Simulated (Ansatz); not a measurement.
In CuCl (zinc blende type) the Cu atom of the primitive cell, with all its periodic images, is moved by 0.06 Å along [111].

```yaml
crystal:
  lattice:
    - [0.00000, 2.71000, 2.71000]
    - [2.71000, 0.00000, 2.71000]
    - [2.71000, 2.71000, 0.00000]
  atoms:
    - { symbol: Cu, position: [0.00639, 0.00639, 0.00639] }
    - { symbol: Cl, position: [0.25000, 0.25000, 0.25000] }
```
Lattice in Å, positions in fractions of it.

All numbers below come from PBE0, plane waves, PAW datasets (earlier set, tuned by hand) in Ansatz.

Cutoff 700 eV; exchange singularity: truncated; k-mesh 4×4×4 Γ-centred; Fermi–Dirac smearing of 0.05 eV; no spin polarisation.

Q: What force results?

A: The force on it along the displacement is -0.1477 eV/Å, a force constant of 2.46 eV/Å². A one-sided step along [111] also holds the cubic anharmonicity.

```
atom  Fx (eV/Å)  Fy (eV/Å)  Fz (eV/Å)
 Cu1    -0.0853    -0.0853    -0.0853
 Cl2     0.0853     0.0853     0.0853
```

The k-mesh is modest, so these values aren't fully converged in k.
